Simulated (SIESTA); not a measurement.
The system is YN.

```xyz
2
Lattice="0.0000 2.4385 2.4385 2.4385 0.0000 2.4385 2.4385 2.4385 0.0000" Properties=species:S:1:pos:R:3 pbc="T T T"
Y     0.0000    0.0000    0.0000
N     2.4385    2.4385    2.4385
```

Base run:

| Quantity | Value |
| --- | --- |
| Program | SIESTA 5.4.2 |
| Functional | vdW-DF |
| Potentials or basis | PseudoDojo 0.4 standard (PBE files) |
| Basis | DZP (energy shift 0.003 Ry; two zetas on semicore shells) |
| Grid cutoff | 800 Ry |
| Energy shift | 0.003 Ry |
| k mesh | 9 × 9 × 9 |
| Occupations | fermi-dirac, width 0.05 eV |
| Spin | no spin polarisation |

Its results: band gap on the k mesh 0.26 eV, indirect (least direct gap 0.67 eV); pressure 8.9 GPa.

Task: After a change of settings the same cell gave: band gap on the k mesh 0.17 eV, indirect (least direct gap 0.58 eV); pressure 4.0 GPa. Which change was it?
A. functional from vdW-DF to vdW-DF-C09
B. functional from vdW-DF to vdW-DF-cx
C. functional from vdW-DF to VV10
D. functional from vdW-DF to optB88-vdW

Result: D.

Caveats: the potentials were made for another functional, which shifts forces and pressure; an odd mesh through Γ misses points on the zone boundary, where band edges often lie; the basis of atomic orbitals isn't converged, which shifts pressures, moduli and gaps.
